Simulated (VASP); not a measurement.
Runs of VASP 6.6.1 on ZrO. It takes space group Cmmm (No. 65, orthorhombic). Conventional cell: a = 3.653 Å, b = 5.838 Å, c = 2.620 Å, α = 90.00°, β = 90.00°, γ = 90.00°. Zr (site symmetry mmm) is surrounded by 2 O at 1.83 Å. O (site symmetry mmm) is surrounded by 2 Zr at 1.83 Å. The cell was built by a generator and needn't be a form met in nature.

| task | level | potentials or basis | cell | cutoff (eV) | gap on the mesh (eV) | pressure (GPa) | relaxed volume (Å³/atom) |
| --- | --- | --- | --- | --- | --- | --- | --- |
| relaxation of the atoms | LDA | VASP PAW LDA potentials, release 64 (Zr_sv, O) | atoms relaxed | 520 | none | 52.5 | - |
| relaxation of cell and atoms | r2SCAN+D3(BJ) | VASP PAW PBE potentials, release 64 (Zr_sv, O) | relaxed | 600 | none | 0.0 | 14.77 |
| relaxation of cell and atoms | revPBE+dDsC | VASP PAW PBE potentials, release 64 (Zr_sv, O) | relaxed | 580 | none | 0.0 | 14.73 |
| relaxation of cell and atoms | LAK | VASP PAW PBE potentials, release 64 (Zr_sv, O) | relaxed | 600 | none | 0.0 | (b) |
| relaxation of cell and atoms | PBE | VASP PAW PBE potentials, release 64 (Zr_sv, O) | relaxed | 600 | none | 0.0 | 15.11 |
| relaxation of cell and atoms | r2SCAN | VASP PAW PBE potentials, release 64 (Zr_sv, O) | relaxed | 600 | none | 0.1 | (a) |

Alike in all rows: no spin polarisation; k mesh 9 × 9 × 10; smearing gaussian 0.05 eV.

Problem. Fill in the values left out.

Solution. (a) 14.95; (b) 15.69.

Caveats: the PAW data sets were made with another functional, which shifts forces and pressure a little (some runs); pairwise dispersion overbinds metals, which lowers pressure and volume (some runs); a pressure of tens of GPa on the cell as given is suspect, and the run, the potentials or the cell itself is likely at fault (some runs).

A k mesh can miss the band edges, and the runs leave out spin-orbit coupling on Zr.

A gap of «none» marks a metal or a gap under the smearing width.

Not every run made on this cell is shown here.
